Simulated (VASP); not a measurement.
# Relaxed cell of BN (Qingsongite): a test of cutoff and mesh, part 2 of 2

Aim: test the relaxed volume of BN (Qingsongite) against cutoff and mesh. The starting structure is a measured crystal structure from the Crystallography Open Database. The first relaxation on each setting starts from this cell expanded by 3 % in volume.

VASP 6.6.1.

Results so far: reference 5.87 Å³ an atom; a cutoff of 400 eV 5.78 Å³ an atom; a 6×6×6 mesh 5.87 Å³ an atom.

## (5) Relaxation with a cutoff of 680 eV

Level of this step: PBEsol; plane waves and PAW (N, B) (VASP).

Against step 2 the input has ENCUT = 680. This run starts from the cell of an earlier relaxation, which isn't shown; the restart sets up the plane waves anew.

Input file INCAR:

```
SYSTEM = BN
PREC = Accurate
ENCUT = 680
EDIFF = 1E-06
NELM = 100
ISMEAR = 0
SIGMA = 0.03
LREAL = .FALSE.
ALGO = Normal
GGA = PS
NBANDS = 10
LORBIT = 11
LWAVE = .FALSE.
LCHARG = .FALSE.
KPAR = 8
IBRION = 2
NSW = 50
ISIF = 3
EDIFFG = -0.006
```

Input file POSCAR:

```
BN
1.0
    0.0000000000      1.8034927487      1.8034927487
    1.8034927487      0.0000000000      1.8034927487
    1.8034927487      1.8034927487      0.0000000000
N B
1 1
Direct
    0.7500000000      0.7500000000      0.7500000000
    0.0000000000      0.0000000000      0.0000000000
```

Input file KPOINTS:

```
Automatic mesh
0
Gamma
10 10 10
0 0 0
```

The projector-augmented-wave data sets are N and B (PBE family, release 64).

Command:

```sh
> mpirun -np 8 vasp_std
```

The program printed:

```text
[... set-up lines as in an earlier step ...]
 entering main loop
       N       E                     dE             d eps       ncg     rms          rms(c)
DAV:   1     0.195983218296E+02    0.19598E+02   -0.59271E+03   964   0.979E+02
DAV:   2    -0.185704947529E+02   -0.38169E+02   -0.36123E+02  1132   0.226E+02
DAV:   3    -0.193107198597E+02   -0.74023E+00   -0.73895E+00  1118   0.272E+01
DAV:   4    -0.193119525303E+02   -0.12327E-02   -0.12326E-02  1062   0.122E+00
[...]
DAV:  10    -0.183543449964E+02   -0.17824E-04   -0.57996E-05  1038   0.818E-02    0.133E-02
DAV:  11    -0.183543467622E+02   -0.17658E-05   -0.37930E-06  1082   0.166E-02    0.699E-03
DAV:  12    -0.183543468265E+02   -0.64344E-07   -0.91522E-07   560   0.746E-03
   1 F= -.18354347E+02 E0= -.18354347E+02  d E =-.183543E+02
[...]
reached required accuracy - stopping structural energy minimisation
```

Elapsed: 2 s, on 8 MPI ranks of Intel Xeon 6975P-C (Granite Rapids), shared host; peak memory 1 GiB; 9 s of CPU time.

OUTCAR, selected parts (step 5):

```text
  Total       -0.0080885     -0.0080885     -0.0080885     -0.0000000      0.0000000      0.0000000
  in kB       -1.1046058     -1.1046058     -1.1046058     -0.0000000      0.0000000      0.0000000
  external PRESSURE =      -1.1046058 kB  Pullay stress =       0.0000000 kB

 POSITION                                       TOTAL-FORCE (eV/Angst)
 -----------------------------------------------------------------------------------
      2.70524      2.70524      2.70524        -0.000000      0.000000      0.000000
      0.00000      0.00000      0.00000         0.000000     -0.000000     -0.000000
 -----------------------------------------------------------------------------------
    total drift:                               -0.000000     -0.000000     -0.000000

  FREE ENERGIE OF THE ION-ELECTRON SYSTEM (eV)
  ---------------------------------------------------
  free  energy   TOTEN  =       -18.3543468265 eV

  energy  without entropy=      -18.3543468265  energy(sigma->0) =      -18.35434683

[... 2 parts as in an earlier step ...]

[... 2 further parts left out ...]
[key lines of the parts left out:]
E-fermi :   7.6485
```

With a cutoff of 680 eV the cell ends at 5.866 Å³ an atom, -0.06 % from the reference; the bulk modulus is 387.9 GPa against 387.3 GPa.

## (6) Relaxation with a 14×14×14 mesh

Against step 2 the input has a 14×14×14 mesh. This run starts from the cell of an earlier relaxation, which isn't shown; the restart sets up the plane waves anew.

Changes to INCAR since step 5:

```diff
@@ -2,3 +2,3 @@
 PREC = Accurate
-ENCUT = 680
+ENCUT = 520
 EDIFF = 1E-06
```

Input file POSCAR:

```
BN
1.0
    0.0000000000      1.8038744924      1.8038744924
    1.8038744924      0.0000000000      1.8038744924
    1.8038744924      1.8038744924      0.0000000000
N B
1 1
Direct
    0.7500000000      0.7500000000      0.7500000000
    0.0000000000      0.0000000000      0.0000000000
```

Input file KPOINTS:

```
Automatic mesh
0
Gamma
14 14 14
0 0 0
```

Command:

```sh
> mpirun -np 8 vasp_std
```

The program printed:

```text
[... set-up lines as in an earlier step ...]
 entering main loop
       N       E                     dE             d eps       ncg     rms          rms(c)
DAV:   1     0.100583298908E+02    0.10058E+02   -0.51013E+03  2152   0.802E+02
DAV:   2    -0.188041723682E+02   -0.28863E+02   -0.28150E+02  2462   0.172E+02
DAV:   3    -0.193007641943E+02   -0.49659E+00   -0.49593E+00  2456   0.203E+01
DAV:   4    -0.193013879740E+02   -0.62378E-03   -0.62376E-03  2254   0.777E-01
[...]
DAV:  10    -0.183469309677E+02   -0.17361E-04   -0.61554E-05  2342   0.732E-02    0.129E-02
DAV:  11    -0.183469327520E+02   -0.17843E-05   -0.49548E-06  2346   0.173E-02    0.821E-03
DAV:  12    -0.183469327313E+02    0.20671E-07   -0.12262E-06  1180   0.790E-03
   1 F= -.18346933E+02 E0= -.18346933E+02  d E =-.183469E+02
[...]
reached required accuracy - stopping structural energy minimisation
```

Run time: 2.4 s. Hardware: 8 MPI ranks; peak memory 0.93 GiB.

Parts of OUTCAR (step 6):

```text
  Total       -0.0030884     -0.0030884     -0.0030884      0.0000000     -0.0000000      0.0000000
  in kB       -0.4215001     -0.4215001     -0.4215001      0.0000000     -0.0000000      0.0000000
  external PRESSURE =      -0.4215001 kB  Pullay stress =       0.0000000 kB

 POSITION                                       TOTAL-FORCE (eV/Angst)
 -----------------------------------------------------------------------------------
      2.70581      2.70581      2.70581        -0.000000     -0.000000      0.000000
      0.00000      0.00000      0.00000         0.000000      0.000000     -0.000000
 -----------------------------------------------------------------------------------
    total drift:                               -0.000000     -0.000000     -0.000000

  FREE ENERGIE OF THE ION-ELECTRON SYSTEM (eV)
  ---------------------------------------------------
  free  energy   TOTEN  =       -18.3469327313 eV

  energy  without entropy=      -18.3469327313  energy(sigma->0) =      -18.34693273

[... 1 part as in an earlier step ...]

[... 3 further parts left out ...]
[key lines of the parts left out:]
E-fermi :   7.6538
```

With a 14×14×14 mesh the cell ends at 5.870 Å³ an atom, +0.00 % from the reference; the bulk modulus is 387.4 GPa against 387.3 GPa.

## (7) All runs side by side

| run | volume (Å³/atom) | change (%) | bulk modulus (GPa) | pressure left (GPa) | core minutes |
| --- | --- | --- | --- | --- | --- |
| reference | 5.87 | - | 387.3 | -0.05 | 0.56 |
| a cutoff of 400 eV | 5.775 | -1.61 | 405.3 | 0.0 | 0.613 |
| a 6×6×6 mesh | 5.87 | 0.01 | 387.5 | -0.05 | 0.453 |
| a cutoff of 680 eV | 5.866 | -0.06 | 387.9 | -0.11 | 0.747 |
| a 14×14×14 mesh | 5.87 | 0.0 | 387.4 | -0.04 | 0.853 |

Core minutes are wall time times ranks, summed over the relaxations behind a row (those for a bulk modulus apart), on shared hosts.

## (8) What came out

* volume of the reference: 5.870 Å³/atom
* volume against the reference, a cutoff of 400 eV: -1.61 %
* volume against the reference, a 6×6×6 mesh: +0.01 %
* volume against the reference, a cutoff of 680 eV: -0.06 %
* volume against the reference, a 14×14×14 mesh: +0.00 %

The volume moves most with a cutoff of 400 eV: -1.61 % against the reference (520 eV, 10×10×10 mesh). On finer settings it changes by -0.06 % with a cutoff of 680 eV and +0.00 % with a 14×14×14 mesh. The relaxations stop with up to 0.11 GPa left, which at the bulk modulus found here is 0.03 % of the volume. That understates it: a restart alone still moved the volume by up to 0.4 %. A cell that shrinks at the lower cutoff is the usual mark of Pulay stress, the error that a plane-wave basis makes when it is kept while the volume changes. The bulk modulus is more sensitive: it changes by +4.6 % with a cutoff of 400 eV. Further runs on this material are not shown.

[Lines on the potential files, build, host, timing and source positions are cut from VASP's logs without a mark.]

[Logs are printed without paths, hosts, clocks, repeated set-up lines and the standing remarks that a program may print on its own settings, such as how far it seeks lower states.]

[Hosts, paths, dates, database ids (printed as entryN), source tags and the programs' standing remarks are cut or masked in the printed files.]
